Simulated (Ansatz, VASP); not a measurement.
Ta2H in VASP and in Ansatz

```
CELL_PARAMETERS angstrom
3.14599 0.00000 0.00000
0.00000 3.45215 0.00000
0.00000 0.00000 3.44901
ATOMIC_POSITIONS crystal
Ta 0.50000 0.00000 0.72523
Ta 0.00000 0.50000 0.24644
H 0.00000 0.00000 0.02833
```

Change from the starting cell: uniaxial strain along a, b, c and atoms relaxed: -6.0 %.

Alike in both runs: functional PBEsol; k mesh 12 × 12 × 12; occupations gaussian, width 0.1 eV; no spin polarisation.

Ansatz relaxed the structure, and its values are those at the end. VASP's run is a single point on that final structure, the one shown.

```csv
,VASP,Ansatz
version,VASP 6.6.1,Ansatz 0.2.0
potentials or method,"VASP PAW PBE potentials, release 64 (Ta_pv, H)","scalar-relativistic, plane waves, PAW"
plane-wave cutoff (eV),520,420
valence electrons in the cell,23,27
```

Ansatz gave:

* gap on the k mesh at the Fermi level (eV): none
* pressure (GPa): 4.0
* rms of the force components (eV/Å): 0.000

Estimate VASP's values.

gap on the k mesh at the Fermi level (eV): none; pressure (GPa): 4.2; rms of the force components (eV/Å): 0.006.

A gap of «none» marks a metal or a gap that the smearing closes. The two sets of potentials don't hold the same shells in valence.

Caveats: the PAW data sets were made with another functional, which shifts forces and pressure a little (VASP). The runs have no spin-orbit coupling, so splittings on Ta are missing.
